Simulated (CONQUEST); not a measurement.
MnO2: single point with PBE

Crystal: MnO2.

```
Mn O
1.0
     2.86708    0.00000    0.00000
     0.00000    4.40042    0.00000
     0.00000    0.00000    4.40042
Mn O
2 4
Cartesian
  1.4335 2.2002 2.2002
  0.0000 0.0000 0.0000
  1.4335 0.8585 0.8585
  0.0000 3.0587 1.3418
  1.4335 3.5420 3.5420
  0.0000 1.3418 3.0587
```

The cell is a database's computed one.

```
Program             : CONQUEST 1.3
Task                : single point
Functional          : PBE
Potentials or basis : PseudoDojo NC PBE, DZP, grid cutoff 150 Ha
k mesh              : 9 × 6 × 6
Occupations         : fermi-dirac, width 0.05 eV
Spin                : collinear spin, ferromagnetic start
Starting moments    : [4.0, 4.0, 0.0, 0.0, 0.0, 0.0] μB
```

- Pressure: 9.1 GPa
- Largest force: 0.035 eV/Å
- Band gap on the k mesh: none (metal or under the smearing width)
- Net moment: 5.99 μB per cell
- Site moments: Mn +2.86; O +0.07 μB
- Mulliken charges: Mn +1.57; O -0.79 e

Forces in eV/Å, atoms in the order of the input:
```
Mn   0.000  0.000  0.000
Mn   0.000  0.000  0.000
O    0.000  0.025  0.025
O    0.000  0.025 -0.025
O    0.000 -0.025 -0.025
O    0.000 -0.025  0.025
```

Stress tensor (GPa, compression positive):
```
9.48 0.00 0.00
0.00 8.92 0.00
0.00 0.00 8.92
```

Levels at points of the mesh, in eV from the Fermi level:
Spin up:
| k point | band 27 | band 28 | band 29 | band 30 | band 31 | band 32 | band 33 | band 34 |
| --- | --- | --- | --- | --- | --- | --- | --- | --- |
| (0.00, 0.00, 0.00) | -1.28 | -1.28 | -0.70 | -0.32 | -0.16 | 2.66 | 2.66 | 3.37 |
| (0.00, 0.00, 0.50) | -1.50 | -1.50 | -0.73 | -0.73 | 2.12 | 2.12 | 2.41 | 2.41 |
| (0.00, 0.50, 0.00) | -1.50 | -1.50 | -0.73 | -0.73 | 2.12 | 2.12 | 2.41 | 2.41 |
| (0.00, 0.50, 0.50) | -2.21 | -2.21 | -0.05 | -0.05 | 1.36 | 1.36 | 2.62 | 2.62 |
Spin down:
```tsv
k point	band 22	band 23	band 24	band 25	band 26	band 27
(0.00, 0.00, 0.00)	-0.96	-0.96	-0.35	0.05	0.35	0.49
(0.00, 0.00, 0.50)	-2.96	-1.18	-1.18	0.74	0.74	1.09
(0.00, 0.50, 0.00)	-2.96	-1.18	-1.18	0.74	0.74	1.09
(0.00, 0.50, 0.50)	-2.61	-1.98	-1.98	0.08	0.08	0.50
```

It took 8.9 min on 1 thread of AMD EPYC 7B13 (Zen 3) (shared host), peak memory 0.99 GiB.

Caveat: Mulliken charges move with the basis; moments can come out somewhat high in this basis; the basis of atomic orbitals isn't converged, which shifts pressures, moduli and gaps; semilocal functionals often make such compounds metallic where correlation or magnetic order opens a gap, which also shifts bond lengths; only a ferromagnetic start was run, and an antiferromagnetic order may lie lower in energy. With open d or f shells a metallic result of PBE can be an artefact of self-interaction; +U or a hybrid may open a gap.
